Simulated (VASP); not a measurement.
Runs of VASP 6.6.1 on MgSe. All rows change the cell; the cell of one of them follows. It takes space group I4/mmm (No. 139, tetragonal). Conventional cell: a = 3.951 Å, b = 3.951 Å, c = 5.724 Å, α = 90.00°, β = 90.00°, γ = 90.00°. Around Mg (site symmetry 4/mmm) lie 6 Se at 2.79 to 2.86 Å. Se (site symmetry 4/mmm) has 6 Mg at 2.79 to 2.86 Å as nearest neighbours. 

```tsv
cell	gap on the mesh (eV)	pressure (GPa)
strain +0.025 along x and y, +0.050 along z, atoms carried along	(a)	-5.2
strain -0.050 along x and y, -0.050 along z, atoms carried along	2.00	(c)
strain -0.050 along x and y, -0.025 along z, atoms carried along	1.83	10.9
strain +0.000 along x and y, +0.050 along z, atoms carried along	1.49	(b)
```

Alike in all rows: task single point; level PBEsol; potentials or basis VASP PAW PBE potentials, release 64 (Mg, Se); no spin polarisation; k mesh 8 × 8 × 8; cutoff (eV) 520; smearing gaussian 0.05 eV.

**Question.** Fill in the values left out.

**Answer.** (a) 1.50; (b) -2.7; (c) 13.7.

Caveats: the PAW data sets were made with another functional, which shifts forces and pressure a little.

A k mesh can miss the band edges, and the runs leave out spin-orbit coupling on Se.
